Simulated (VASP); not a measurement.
# TiB2 (P6/mmm) in VASP: single point with HSE06

Aim: the single point of TiB2 with HSE06.

All numbers are computed with VASP 6.6.1; they aren't measurements. Logs are shortened: lines on timing, memory, paths and dates and some standing lists are left out, and cuts for length are marked.

## 1. The crystal as given

It takes space group P6/mmm (No. 191, hexagonal). The conventional cell has a = 3.019 Å, b = 3.019 Å, c = 3.185 Å, α = 90.00°, β = 90.00°, γ = 120.00°. Around Ti (site symmetry 6/mmm) lie 12 B at 2.36 Å. B (site symmetry -6m2) is surrounded by 3 B at 1.74 Å.

The cell is a database's computed one.

## 2. Single point, HSE06

POSCAR

```
TiB2
1.0
    3.0188200000      0.0000000000      0.0000000000
   -1.5094100000      2.6143700000      0.0000000000
    0.0000000000      0.0000000000      3.1854700000
Ti B
1 2
Direct
    0.0000000000      1.0000000000      0.0000000000
    0.3333300000      0.6666700000      0.5000000000
    0.6666700000      0.3333300000      0.5000000000
```

INCAR.step1

```
SYSTEM = TiB2
PREC = Accurate
ENCUT = 520
EDIFF = 1E-5
ISMEAR = 0
SIGMA = 0.1
LREAL = .FALSE.
LASPH = .TRUE.
NELM = 100
ALGO = Normal
ISIF = 2
LWAVE = .TRUE.
LCHARG = .FALSE.
GGA = PE
```

INCAR.step2

```
SYSTEM = TiB2
PREC = Accurate
ENCUT = 520
EDIFF = 1E-7
ISMEAR = 0
SIGMA = 0.1
LREAL = .FALSE.
LASPH = .TRUE.
NELM = 100
ALGO = Normal
ISIF = 2
LWAVE = .FALSE.
LCHARG = .FALSE.
GGA = PE
LHFCALC = .TRUE.
HFSCREEN = 0.2
PRECFOCK = Fast
ISTART = 1
```

KPOINTS

```
regular mesh
0
G
  9 9 6
  0 0 0
```

Potentials or basis: VASP PAW PBE potentials, release 64 (Ti_sv, B).

Run with:

```
cat potpaw_PBE.64/Ti_sv/POTCAR potpaw_PBE.64/B/POTCAR > POTCAR
cp INCAR.step1 INCAR
mpirun -np 1 vasp_std > vasp.out
cp INCAR.step2 INCAR
mpirun -np 1 vasp_std > vasp.out
```

OUTCAR:

```text
SYSTEM = TiB2
   PREC = Accurate
   ENCUT = 520
   EDIFF = 1E-7
   ISMEAR = 0
   LREAL = .FALSE.
   LASPH = .TRUE.
   NELM = 100
   ISIF = 2
   GGA = PE
   LHFCALC = .TRUE.
   HFSCREEN = 0.2
   PRECFOCK = Fast
   ISTART = 1

 ion  position               nearest neighbor table
   1  0.000  0.000  0.000-   2 2.36   3 2.36   2 2.36   3 2.36   2 2.36   2 2.36   3 2.36   3 2.36
                             3 2.36   3 2.36   2 2.36   2 2.36
   2  0.333  0.667  0.500-   3 1.74   3 1.74   3 1.74   1 2.36   1 2.36   1 2.36   1 2.36   1 2.36
                             1 2.36
   3  0.667  0.333  0.500-   2 1.74   2 1.74   2 1.74   1 2.36   1 2.36   1 2.36   1 2.36   1 2.36
                             1 2.36

  LATTYP: Found a hexagonal cell.
 ALAT       =     3.0188200000
 C/A-ratio  =     1.0552036889

  Lattice vectors:

 A1 = (   3.0188200000,   0.0000000000,   0.0000000000)
 A2 = (  -1.5094100000,   2.6143700000,   0.0000000000)
 A3 = (   0.0000000000,   0.0000000000,   3.1854700000)

Analysis of symmetry for initial positions (statically):
=====================================================================
 Subroutine PRICEL returns:
 Original cell was already a primitive cell.

 Routine SETGRP: Setting up the symmetry group for a
 hexagonal supercell.

 Subroutine GETGRP returns: Found  8 space group operations
 (whereof  8 operations were pure point group operations)
 out of a pool of 24 trial point group operations.

The static configuration has the point symmetry D_2h.

Analysis of symmetry for dynamics (positions and initial velocities):
=====================================================================
 Subroutine PRICEL returns:
 Original cell was already a primitive cell.

 Routine SETGRP: Setting up the symmetry group for a
 hexagonal supercell.

 Subroutine GETGRP returns: Found  8 space group operations
 (whereof  8 operations were pure point group operations)
 out of a pool of 24 trial point group operations.

The dynamic configuration has the point symmetry D_2h.

 Subroutine INISYM returns: Found  8 space group operations
 (whereof  8 operations are pure point group operations),
 and found     1 'primitive' translations

----------------------------------------------------------------------------------------

                                     Primitive cell

  volume of cell :      25.1407

  direct lattice vectors                    reciprocal lattice vectors
     3.018820000  0.000000000  0.000000000     0.331255259  0.191250665  0.000000000
    -1.509410000  2.614370000  0.000000000     0.000000000  0.382501329  0.000000000
     0.000000000  0.000000000  3.185470000     0.000000000  0.000000000  0.313925418

  length of vectors
     3.018820000  3.018815835  3.185470000     0.382500801  0.382501329  0.313925418

  position of ions in fractional coordinates (direct lattice)
     0.000000000  0.000000000  0.000000000
     0.333330000  0.666670000  0.500000000
     0.666670000  0.333330000  0.500000000

  ion indices of the primitive-cell ions
   primitive index   ion index
                 1           1
                 2           2
                 3           3

----------------------------------------------------------------------------------------

 KPOINTS: regular mesh

Automatic generation of k-mesh.
 Grid dimensions read from file:
 generate k-points for:    9    9    6

 Generating k-lattice:

  Cartesian coordinates                     Fractional coordinates (reciprocal lattice)
     0.036806140  0.021250074  0.000000000     0.111111111 -0.000000000  0.000000000
     0.000000000  0.042500148  0.000000000     0.000000000  0.111111111  0.000000000
     0.000000000  0.000000000  0.052320903     0.000000000  0.000000000  0.166666667

  Length of vectors
     0.042500089  0.042500148  0.052320903

  Shift w.r.t. Gamma in fractional coordinates (k-lattice)
     0.000000000  0.000000000  0.000000000

 Subroutine IBZKPT returns following result:
 ===========================================

 Found    100 irreducible k-points:

 Following reciprocal coordinates:
            Coordinates               Weight
  0.000000  0.000000  0.000000      1.000000
  0.111111 -0.000000  0.000000      4.000000
 -0.111111  0.111111  0.000000      2.000000
  0.222222  0.000000  0.000000      4.000000
 -0.222222  0.222222  0.000000      2.000000
  0.333333  0.000000  0.000000      4.000000
[... 16 lines left out ...]
 -0.222222 -0.444444  0.000000      4.000000
  0.444444  0.333333  0.000000      4.000000
 [... further k-points ...]
   k-points           NKPTS =    100   k-points in BZ     NKDIM =    486   number of bands    NBANDS=     13
   number of dos      NEDOS =    301   number of ions     NIONS =      3
   total plane-waves  NPLWV =  13824
   dimension x,y,z NGX =    24 NGY =   24 NGZ =   24
   dimension x,y,z NGXF=    48 NGYF=   48 NGZF=   48
   ions per type =               1   2
   NGX,Y,Z   is equivalent  to a cutoff of  13.22, 13.22, 12.53 a.u.
   NGXF,Y,Z  is equivalent  to a cutoff of  26.43, 26.43, 25.05 a.u.
 SYSTEM =  TiB2
   PREC   = accura    normal or accurate (medium, high low for compatibility)
   ISTART =      1    job   : 0-new  1-cont  2-samecut
   ICHARG =      0    charge: 1-file 2-atom 10-const
   ISPIN  =      1    spin polarized calculation?
   LNONCOLLINEAR =      F non collinear calculations
   LSORBIT =      F    spin-orbit coupling
   LASPH  =      T    aspherical Exc in radial PAW
   ENCUT  =  520.0 eV  38.22 Ry    6.18 a.u.   5.61  5.61  5.92*2*pi/ulx,y,z
   NELM   =    100;   NELMIN=  2; NELMDL=  0     # of ELM steps
   EDIFF  = 0.1E-06   stopping-criterion for ELM
   LREAL  =      F    real-space projection
   EDIFFG = 0.1E-05   stopping-criterion for IOM
   NSW    =      0    number of steps for IOM
   IBRION =     -1    ionic relax: 0-MD 1-quasi-New 2-CG
   NFREE  =      0    steps in history (QN), initial steepest desc. (CG)
   ISIF   =      2    stress and relaxation
   ISYM   =      3    0-nonsym 1-usesym 2-fastsym
   POTIM  = 0.5000    time-step for ionic-motion
   TEBEG  =    0.0;   TEEND  =   0.0 temperature during run
   PSTRESS=    0.0 pullay stress
   NELECT =      18.0000    total number of electrons
   NUPDOWN=      -1.0000    fix difference up-down
   EMIN   =  10.00;   EMAX   =-10.00  energy-range for DOS
   EFERMI =   0.00;   METHOD = LEGACY
   ISMEAR =     0;   SIGMA  =   0.10  broadening in eV -4-tet -1-fermi 0-gaus
   EFERMI_NEDOS =   21; number of points for ismear=-14 and -15
   IALGO  =     38    algorithm
   IMIX   =      1    mixing-type and parameters
     AMIX     =   0.40;   BMIX     =  1.00
     AMIX_MAG =   1.60;   BMIX_MAG =  1.00
  volume/ion in A,a.u.               =       8.38        56.55
  Fermi-wavevector in a.u.,A,eV,Ry     =   1.464557  2.767612 29.183523  2.144928
  Thomas-Fermi vector in A             =   2.580519
   LORBIT       =      0    0 simple, 1 ext, 2 COOP (PROOUT), +10 PAW based schemes
   GGA     = PE    functional components
   LHFCALC =     T    Hartree Fock is set to
   PRECFOCK=fast      Normal, Fast or Accurate (Low or Medium for compatibility)
   ENCUT4O =  -1.0   cutoff for four orbital integrals eV
   NKREDX  =     1    reduce k-point grid by
   NKREDY  =     1    reduce k-point grid by
   NKREDZ  =     1    reduce k-point grid by
   AEXX    =    0.2500 exact exchange contribution
   HFSCREEN=    0.2000 screening length (either q_TF or 0.3 A-1)
   HFSCREENC=   0.2000 screening length for correlation (either q_TF or 0.3 A-1)
   ENCUTFOCK=  -1.0 apply spherical cutoff to Coloumb kernel
   IVDW    =     0    specifies the selected vdW correction
   LEPSILON=     F    determine dielectric tensor
   LRPA    =     F    only Hartree local field effects (RPA)
 non-spin polarized calculation
 Gauss-broadening in eV      SIGMA  =   0.10
  energy-cutoff  :      520.00
  volume of cell :       25.14
 maximum number of plane-waves:       696
  NGX = 14; NGY = 14; NGZ = 14

 number of electron      17.9999998 magnetization

 Free energy of the ion-electron system (eV)
  ---------------------------------------------------
  ext. energy  EPLUGINS =         0.00000000
  ---------------------------------------------------
  free energy    TOTEN  =       -27.82922364 eV

  energy without entropy =      -27.82862684  energy(sigma->0) =      -27.82892524

 E-fermi :  10.5578     XC(G=0): -10.4820

 val. band max:       10.2951198016   @ k =   0.1111  -0.0000   0.3333
 cond. band min:      10.6550128832   @ k =   0.2222   0.2222   0.0000
 fundamental gap:      0.3598930816
 Fermi energy:        10.5577854663

 k-point     1 :       0.0000    0.0000    0.0000
  band No.  band energies     occupation
      1     -51.5148      2.00000
      2     -26.2405      2.00000
      3     -25.9018      2.00000
      4     -25.9018      2.00000
      5      -5.3133      2.00000
      6       7.0170      2.00000
      7       7.0173      2.00000
      8       7.4960      2.00000
      9       7.8022      2.00000
     10      12.9182      0.00000
     11      12.9183      0.00000
     12      14.9242      0.00000
     13      14.9244      0.00000

 k-point     2 :       0.1111   -0.0000    0.0000
  band No.  band energies     occupation
      1     -51.5074      2.00000
      2     -26.2296      2.00000
      3     -25.9603      2.00000
      4     -25.9148      2.00000
      5      -5.0463      2.00000
      6       6.2482      2.00000
      7       6.9703      2.00000
      8       7.3027      2.00000
      9       7.9370      2.00000
     10      12.8313      0.00000
     11      13.3358      0.00000
     12      13.9109      0.00000
     13      14.1195      0.00000
[... 321 lines left out ...]
 k-point    23 :      -0.2222   -0.4444    0.0000
  band No.  band energies     occupation
      1     -51.4474      2.00000
      2     -26.3067      2.00000
      3     -26.1428      2.00000
      4     -26.1278      2.00000
      5      -0.8321      2.00000
      6       0.9052      2.00000
      7       3.0798      2.00000
      8       7.1843      2.00000
      9       9.6114      2.00000
     10      10.6892      0.06320
     11      12.3952      0.00000
     12      13.8938      0.00000
     13      17.3783      0.00000

 k-point    24 :       0.4444    0.3333    0.0000
  band No.  band energies     occupation
      1     -51.4474      2.00000
      2     -26.3067      2.00000
      3     -26.1428      2.00000
      4     -26.1278      2.00000
      5      -0.8321      2.00000
      6       0.9053      2.00000
      7       3.0797      2.00000
      8       7.1842      2.00000
      9       9.6115      2.00000
     10      10.6891      0.06328
     11      12.3952      0.00000
     12      13.8938      0.00000
     13      17.3786      0.00000

 [... further k-points ...]

------------------------ aborting loop because EDIFF is reached ----------------------------------------

  FORCE on cell =-STRESS in cart. coord.  units (eV):
  Direction    XX          YY          ZZ          XY          YZ          ZX
  --------------------------------------------------------------------------------------
  -------------------------------------------------------------------------------------
  Total       -0.0634297     -0.0634764      0.2380706     -0.0000407      0.0000000      0.0000000
  in kB       -4.0422709     -4.0452499     15.1718504     -0.0025928      0.0000000      0.0000000
  external PRESSURE =       2.3614432 kB  Pullay stress =       0.0000000 kB

 VOLUME and BASIS-vectors are now :
 -----------------------------------------------------------------------------
  energy-cutoff  :      520.00
  volume of cell :       25.14
      direct lattice vectors                 reciprocal lattice vectors
     3.018820000  0.000000000  0.000000000     0.331255259  0.191250665  0.000000000
    -1.509410000  2.614370000  0.000000000     0.000000000  0.382501329  0.000000000
     0.000000000  0.000000000  3.185470000     0.000000000  0.000000000  0.313925418

 POSITION                                       TOTAL-FORCE (eV/Angst)
 -----------------------------------------------------------------------------------
      0.00000      0.00000      0.00000         0.000000      0.000000      0.000000
     -0.00002      1.74292      1.59274         0.000522     -0.000301      0.000000
      1.50943      0.87145      1.59274        -0.000522      0.000301      0.000000
 -----------------------------------------------------------------------------------
    total drift:                                0.000000     -0.000000      0.000001

  FREE ENERGIE OF THE ION-ELECTRON SYSTEM (eV)
  ---------------------------------------------------
  free  energy   TOTEN  =       -27.8292236385 eV

  energy  without entropy=      -27.8286268405  energy(sigma->0) =      -27.82892524
```

It took 2.7 h on 1 thread of Intel Xeon Platinum 8375C at 2.90GHz (Ice Lake), shared host; peak memory 0.3 GiB.

Results:

| Property | Result |
| --- | --- |
| Free energy | -27.8292 eV |
| Pressure | 0.2 GPa |
| Band gap on the k mesh | none (metal or under the smearing width) |

Stress tensor (GPa, compression positive):
```
-0.40  0.00  0.00
 0.00 -0.40  0.00
 0.00  0.00  1.52
```

Caveat: the PAW data sets were made with another functional, which shifts forces and pressure a little.
